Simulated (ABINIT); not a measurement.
The system is Pb.

```xyz
1
Lattice="0.0000 2.4750 2.4750 2.4750 0.0000 2.4750 2.4750 2.4750 0.0000" Properties=species:S:1:pos:R:3 pbc="T T T"
Pb    0.0000    0.0000    0.0000
```

Base run:

```yaml
Program: ABINIT 10.8.3 (patched build)
Functional: r2SCAN
Potentials_or_basis: PseudoDojo NC SR PBE v0.4.1 standard
Cutoff: 925 eV
k_mesh: 9 × 9 × 9
Occupations: fermi-dirac, width 0.05 eV
Spin: no spin polarisation
```

Its results: band gap on the k mesh none (metal or under the smearing width); pressure 0.3 GPa.

Q: The run is repeated on the same cell with these changes: potentials or basis from PseudoDojo NC SR PBE v0.4.1 standard to JTH PAW PBE v2.0; cutoff from 925 eV to 707 eV. What comes out?

A: Band gap on the k mesh none (metal or under the smearing width); pressure 0.9 GPa.

Caveats: spin-orbit coupling is left out, which moves the levels of the heavy elements; a meta-GGA on potentials with a model core is unreliable (some runs); the potentials were made for another functional, which shifts forces and pressure (some runs); the PAW data sets were made with another functional, which shifts forces and pressure a little (some runs).
